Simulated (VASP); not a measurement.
# KCl (Fm-3m) in VASP: further runs

The runs below take KCl through electric field gradients, density of states, with PBE, LDA, PBEsol.

All numbers are computed with VASP 6.6.1; they aren't measurements. Logs are shortened: lines on timing, memory, paths and dates and some standing lists are left out, and cuts for length are marked.

**What was measured.**

From a printed reference work, monograph, for a bulk crystal of KCl: band gap 8.68 eV.

The results are compared with them further down.

**1. The cell of the first run**

It takes space group Fm-3m (No. 225, cubic). Conventional cell: a = 6.312 Å, b = 6.312 Å, c = 6.312 Å, α = 90.00°, β = 90.00°, γ = 90.00°. K (site symmetry m-3m) has 6 Cl at 3.16 Å within 4.2 Å. Cl (site symmetry m-3m) has 6 K at 3.16 Å within 4.2 Å.

**2. Electric field gradients, PBE**

File INCAR:

```
  PREC = Accurate
  ENCUT = 520
  EDIFF = 1E-8
  ISMEAR = -1
  SIGMA = 0.03
  LREAL = F
  LASPH = T
  NELM = 80
  ALGO = Normal
  ISIF = 2
  LWAVE = F
  LCHARG = F
  GGA = PE
  LEFG = T
  NBANDS = 15
```

File KPOINTS:

```
regular mesh
0
Gamma
  7 7 7
```

File POSCAR:

```
KCl
1.0
    0.0000000000      3.1561000000      3.1561000000
    3.1561000000      0.0000000000      3.1561000000
    3.1561000000      3.1561000000      0.0000000000
K Cl
1 1
Direct
    0.0000000000      0.0000000000      0.0000000000
    0.5000000000      0.5000000000      0.5000000000
```

Potentials or basis: VASP PAW PBE potentials, release 64 (K_sv, Cl).

Command:

```sh
> cat potpaw_PBE.64/K_sv/POTCAR potpaw_PBE.64/Cl/POTCAR > POTCAR
> mpirun -np 1 vasp_std > vasp.out
```

OUTCAR:

```text
PREC = Accurate
   ENCUT = 520
   EDIFF = 1E-8
   ISMEAR = -1
   LREAL = F
   LASPH = T
   NELM = 80
   ISIF = 2
   GGA = PE

 ion  position               nearest neighbor table
   1  0.000  0.000  0.000-   2 3.16   2 3.16   2 3.16   2 3.16   2 3.16   2 3.16
   2  0.500  0.500  0.500-   1 3.16   1 3.16   1 3.16   1 3.16   1 3.16   1 3.16

  LATTYP: Found a face centered cubic cell.
 ALAT       =     6.3122000000

  Lattice vectors:

 A1 = (   0.0000000000,   3.1561000000,   3.1561000000)
 A2 = (   3.1561000000,   0.0000000000,   3.1561000000)
 A3 = (   3.1561000000,   3.1561000000,   0.0000000000)

Analysis of symmetry for initial positions (statically):
=====================================================================
 Subroutine PRICEL returns:
 Original cell was already a primitive cell.

 Routine SETGRP: Setting up the symmetry group for a
 face centered cubic supercell.

 Subroutine GETGRP returns: Found 48 space group operations
 (whereof 48 operations were pure point group operations)
 out of a pool of 48 trial point group operations.

The static configuration has the point symmetry O_h .

Analysis of symmetry for dynamics (positions and initial velocities):
=====================================================================
 Subroutine PRICEL returns:
 Original cell was already a primitive cell.

 Routine SETGRP: Setting up the symmetry group for a
 face centered cubic supercell.

 Subroutine GETGRP returns: Found 48 space group operations
 (whereof 48 operations were pure point group operations)
 out of a pool of 48 trial point group operations.

The dynamic configuration has the point symmetry O_h .

 Subroutine INISYM returns: Found 48 space group operations
 (whereof 48 operations are pure point group operations),
 and found     1 'primitive' translations

----------------------------------------------------------------------------------------

                                     Primitive cell

  volume of cell :      62.8756

  direct lattice vectors                    reciprocal lattice vectors
     0.000000000  3.156100000  3.156100000    -0.158423371  0.158423371  0.158423371
     3.156100000  0.000000000  3.156100000     0.158423371 -0.158423371  0.158423371
     3.156100000  3.156100000  0.000000000     0.158423371  0.158423371 -0.158423371

  length of vectors
     4.463399424  4.463399424  4.463399424     0.274397327  0.274397327  0.274397327

  position of ions in fractional coordinates (direct lattice)
     0.000000000  0.000000000  0.000000000
     0.500000000  0.500000000  0.500000000

  ion indices of the primitive-cell ions
   primitive index   ion index
                 1           1
                 2           2

----------------------------------------------------------------------------------------

 KPOINTS: regular mesh

Automatic generation of k-mesh.
 Grid dimensions read from file:
 generate k-points for:    7    7    7

 Generating k-lattice:

  Cartesian coordinates                     Fractional coordinates (reciprocal lattice)
    -0.022631910  0.022631910  0.022631910     0.142857143  0.000000000  0.000000000
     0.022631910 -0.022631910  0.022631910     0.000000000  0.142857143  0.000000000
     0.022631910  0.022631910 -0.022631910     0.000000000  0.000000000  0.142857143

  Length of vectors
     0.039199618  0.039199618  0.039199618

  Shift w.r.t. Gamma in fractional coordinates (k-lattice)
     0.000000000  0.000000000  0.000000000

 Subroutine IBZKPT returns following result:
 ===========================================

 Found     20 irreducible k-points:

 Following reciprocal coordinates:
            Coordinates               Weight
  0.000000  0.000000  0.000000      1.000000
  0.142857  0.000000  0.000000      8.000000
  0.285714  0.000000  0.000000      8.000000
  0.428571  0.000000  0.000000      8.000000
  0.142857  0.142857  0.000000      6.000000
  0.285714  0.142857  0.000000     24.000000
[... 12 lines left out ...]
 -0.428571  0.428571  0.142857     24.000000
 -0.285714  0.428571  0.142857     24.000000
   k-points           NKPTS =     20   k-points in BZ     NKDIM =     20   number of bands    NBANDS=     15
   number of dos      NEDOS =    301   number of ions     NIONS =      2
   total plane-waves  NPLWV =  46656
   dimension x,y,z NGX =    36 NGY =   36 NGZ =   36
   dimension x,y,z NGXF=    72 NGYF=   72 NGZF=   72
   ions per type =               1   1
   NGX,Y,Z   is equivalent  to a cutoff of  13.41, 13.41, 13.41 a.u.
   NGXF,Y,Z  is equivalent  to a cutoff of  26.82, 26.82, 26.82 a.u.
 SYSTEM =  unknown system
   PREC   = accura    normal or accurate (medium, high low for compatibility)
   ISTART =      0    job   : 0-new  1-cont  2-samecut
   ICHARG =      2    charge: 1-file 2-atom 10-const
   ISPIN  =      1    spin polarized calculation?
   LNONCOLLINEAR =      F non collinear calculations
   LSORBIT =      F    spin-orbit coupling
   LASPH  =      T    aspherical Exc in radial PAW
   ENCUT  =  520.0 eV  38.22 Ry    6.18 a.u.   8.30  8.30  8.30*2*pi/ulx,y,z
   NELM   =     80;   NELMIN=  2; NELMDL= -5     # of ELM steps
   EDIFF  = 0.1E-07   stopping-criterion for ELM
   LREAL  =      F    real-space projection
   EDIFFG = 0.1E-06   stopping-criterion for IOM
   NSW    =      0    number of steps for IOM
   IBRION =     -1    ionic relax: 0-MD 1-quasi-New 2-CG
   NFREE  =      0    steps in history (QN), initial steepest desc. (CG)
   ISIF   =      2    stress and relaxation
   ISYM   =      2    0-nonsym 1-usesym 2-fastsym
   POTIM  = 0.5000    time-step for ionic-motion
   TEBEG  =    0.0;   TEEND  =   0.0 temperature during run
   PSTRESS=    0.0 pullay stress
   NELECT =      16.0000    total number of electrons
   NUPDOWN=      -1.0000    fix difference up-down
   EMIN   =  10.00;   EMAX   =-10.00  energy-range for DOS
   EFERMI =   0.00;   METHOD = LEGACY
   ISMEAR =    -1;   SIGMA  =   0.03  broadening in eV -4-tet -1-fermi 0-gaus
   EFERMI_NEDOS =   21; number of points for ismear=-14 and -15
   IALGO  =     38    algorithm
   IMIX   =      4    mixing-type and parameters
     AMIX     =   0.40;   BMIX     =  1.00
     AMIX_MAG =   1.60;   BMIX_MAG =  1.00
  volume/ion in A,a.u.               =      31.44       212.15
  Fermi-wavevector in a.u.,A,eV,Ry     =   1.037419  1.960437 14.643101  1.076238
  Thomas-Fermi vector in A             =   2.171856
   LORBIT       =      0    0 simple, 1 ext, 2 COOP (PROOUT), +10 PAW based schemes
   GGA     = PE    functional components
   LHFCALC =     F    Hartree Fock is set to
   AEXX    =    0.0000 exact exchange contribution
   IVDW    =     0    specifies the selected vdW correction
   LEPSILON=     F    determine dielectric tensor
   LRPA    =     F    only Hartree local field effects (RPA)
 non-spin polarized calculation
  energy-cutoff  :      520.00
  volume of cell :       62.88
 maximum number of plane-waves:      1716
 NGX is ok and might be reduce to    36
   NGX = 17   NGY = 17   NGZ = 17

 number of electron      16.0000000 magnetization

 Free energy of the ion-electron system (eV)
  ---------------------------------------------------
  ext. energy  EPLUGINS =         0.00000000
  ---------------------------------------------------
  free energy    TOTEN  =        -6.80651855 eV

  energy without entropy =       -6.80651855  energy(sigma->0) =       -6.80651855

 E-fermi :  -1.1523     XC(G=0):  -7.5016

 val. band max:       -1.8782643447   @ k =   0.0000   0.0000   0.0000
 cond. band min:       3.2771866666   @ k =   0.0000   0.0000   0.0000
 fundamental gap:      5.1554510113
 Fermi energy:        -1.1523404634

 k-point     1 :       0.0000    0.0000    0.0000
  band No.  band energies     occupation
      1     -29.0987      2.00000
      2     -13.9857      2.00000
      3     -12.5593      2.00000
      4     -12.5593      2.00000
      5     -12.5593      2.00000
      6      -1.8783      2.00000
      7      -1.8783      2.00000
      8      -1.8783      2.00000
      9       3.2772      0.00000
     10       6.4971      0.00000
     11       6.4971      0.00000
     12       6.4971      0.00000
     13       7.3686      0.00000
     14       7.3686      0.00000
[... 329 lines left out ...]
      2     -13.9974      2.00000
      3     -12.6600      2.00000
      4     -12.6255      2.00000
      5     -12.4703      2.00000
      6      -2.4505      2.00000
      7      -2.3782      2.00000
      8      -2.2363      2.00000
      9       5.8387      0.00000
     10       6.5319      0.00000
     11       7.6057      0.00000
     12       8.0037      0.00000
     13       9.4719      0.00000
     14       9.5585      0.00000
     15      10.3925      0.00000

------------------------ aborting loop because EDIFF is reached ----------------------------------------

  FORCE on cell =-STRESS in cart. coord.  units (eV):
  Direction    XX          YY          ZZ          XY          YZ          ZX
  --------------------------------------------------------------------------------------
  -------------------------------------------------------------------------------------
  Total        0.2347118      0.2347118      0.2347118      0.0000000      0.0000000     -0.0000000
  in kB        5.9808533      5.9808533      5.9808533      0.0000000      0.0000000     -0.0000000
  external PRESSURE =       5.9808533 kB  Pullay stress =       0.0000000 kB

 VOLUME and BASIS-vectors are now :
 -----------------------------------------------------------------------------
  energy-cutoff  :      520.00
  volume of cell :       62.88
      direct lattice vectors                 reciprocal lattice vectors
     0.000000000  3.156100000  3.156100000    -0.158423371  0.158423371  0.158423371
     3.156100000  0.000000000  3.156100000     0.158423371 -0.158423371  0.158423371
     3.156100000  3.156100000  0.000000000     0.158423371  0.158423371 -0.158423371

 POSITION                                       TOTAL-FORCE (eV/Angst)
 -----------------------------------------------------------------------------------
      0.00000      0.00000      0.00000         0.000000     -0.000000     -0.000000
      3.15610      3.15610      3.15610        -0.000000      0.000000      0.000000
 -----------------------------------------------------------------------------------
    total drift:                                0.000000      0.000000      0.000000

  FREE ENERGIE OF THE ION-ELECTRON SYSTEM (eV)
  ---------------------------------------------------
  free  energy   TOTEN  =        -6.8065185513 eV

  energy  without entropy=       -6.8065185513  energy(sigma->0) =       -6.80651855

 Electric field gradients (V/A^2)
---------------------------------------------------------------------
 ion       V_xx      V_yy      V_zz      V_xy      V_xz      V_yz
---------------------------------------------------------------------
   1       0.000     0.000     0.000    -0.000    -0.000    -0.000
   2      -0.000     0.000    -0.000     0.000     0.000     0.000
---------------------------------------------------------------------

 Electric field gradients after diagonalization (V/A^2)
 (convention: |V_zz| > |V_xx| > |V_yy|)
----------------------------------------------------------------------
 ion       V_xx      V_yy      V_zz     asymmetry (V_yy - V_xx)/ V_zz
----------------------------------------------------------------------
   1       0.000     0.000    -0.001       0.000
   2      -0.000    -0.000     0.000       0.000
----------------------------------------------------------------------

           NMR quadrupolar parameters

 Cq : quadrupolar parameter    Cq=e*Q*V_zz/h
 eta: asymmetry parameters     (V_yy - V_xx)/ V_zz
 Q  : nuclear electric quadrupole moment in mb (millibarn)
----------------------------------------------------------------------
 ion       Cq(MHz)       eta       Q (mb)
----------------------------------------------------------------------
   1      -0.000       0.000       1.000
   2       0.000       0.000       1.000
----------------------------------------------------------------------
```

It took 26 s on 1 thread of Intel Xeon Platinum 8259CL at 2.50GHz (Skylake/Cascade Lake), shared host; peak memory 0.2 GiB.

What came out:

- Free energy: -6.8065 eV
- Pressure: 0.6 GPa
- Band gap on the k mesh: 5.16 eV, direct

Caveat: without QUAD_EFG the Cq values of the log hold for a quadrupole moment of 1 mb, not for the nuclei.

(Part 1 of 3 ends here.)
